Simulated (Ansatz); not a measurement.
The system is CuAu.

```
Au Cu
1.0
     2.81075    0.00000    0.00000
     0.00000    2.81075    0.00000
     0.00000    0.00000    3.68500
Au Cu
1 1
Direct
  0.00000 0.00000 0.00000
  0.50000 0.50000 0.50000
```

Base run:

```yaml
Program: Ansatz 0.2.0
Functional: PBEsol
Potentials_or_basis: all-electron LAPW, scalar-relativistic
Cutoff: 271 eV
Density_cutoff: 1086 eV
Basis_error_allowed: 0.001 eV/atom
k_mesh: 9 × 9 × 7
Occupations: fermi-dirac, width 0.05 eV
Spin: no spin polarisation
```

Its results: pressure -4.0 GPa.

After a change of settings the same cell gave: pressure 4.5 GPa. Which change was it?
A. potentials or basis from all-electron LAPW, scalar-relativistic to all-electron LAPW, non-relativistic
B. functional from PBEsol to PBE
C. potentials or basis from all-electron LAPW, scalar-relativistic to all-electron LAPW, inner shells corrected to Dirac's equation
D. potentials or basis from all-electron LAPW, scalar-relativistic to all-electron PAW datasets made for the crystal

B.

PBE binds less tightly than PBEsol, so the same cell stands under more pressure.

Not every run made on this cell is shown here.
